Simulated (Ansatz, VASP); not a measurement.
# Hg: VASP beside Ansatz

The input INCAR:

```
SYSTEM = Hg
  PREC = Accurate
  ENCUT = 550
  EDIFF = 1E-7
  ISMEAR = 0
  SIGMA = 0.05
  LREAL = .False.
  LASPH = .True.
  NELM = 80
  ALGO = Fast
  ISIF = 2
  LWAVE = .False.
  LCHARG = .False.
  GGA = PE
  NBANDS = 16
```

KPOINTS

```
Automatic mesh
0
Gamma
  9 9 9
  0 0 0
```

The input POSCAR:

```
Hg
1.0
    2.1243184923     -2.6725824964      0.0000000000
    2.1243184923      2.6725824964      0.0000000000
   -2.1151288124      0.0000000000      2.8921990043
Hg
1
Cartesian
    0.0000000000      0.0000000000      0.0000000000
```

Contents of input.yaml:

```yaml
crystal:
  lattice:
    - [2.1243184923, -2.6725824964, 0.0]
    - [2.1243184923, 2.6725824964, 0.0]
    - [-2.1151288124, 0.0, 2.8921990043]
  atoms:
    - { symbol: Hg, position: [0.0, 0.0, 0.0] }
hamiltonian:
  xc: pbe
  pseudopotentials: { kind: paw }
kpoints:
  mp_grid: { grid: [9, 9, 9] }
scf:
  occupations: { method: gaussian, width: 0.05 }
output:
  forces: true
  stress: true
  eigenvalues: true
  write_density: true
  write_potential: true
  elf: true
  volumetric_format: npy
```

Alike in both runs: task single point; functional PBE; k mesh 9 × 9 × 9; occupations gaussian, width 0.05 eV; no spin polarisation.

|  | VASP | Ansatz |
| --- | --- | --- |
| version | VASP 6.6.1 | Ansatz 0.2.0 |
| potentials or method | VASP PAW PBE potentials, release 64 (Hg_sv_GW) | Ansatz PAW |
| plane-wave cutoff (eV) | 550 | 420 |
| valence electrons in the cell | 20 | 20 |

```tsv
	VASP	Ansatz	Ansatz less VASP
gap on the k mesh at the Fermi level (eV)	none	none	-
pressure (GPa)	-0.8	-0.6	+0.23
largest component of the traceless stress (GPa)	0.31	0.31	0.000
```

A gap of «none» marks a metal or a gap that the smearing closes. The functional is the same, so the differences come from potentials, cutoffs and numerics.

Spin-orbit coupling is left out, which matters for the levels of Hg.
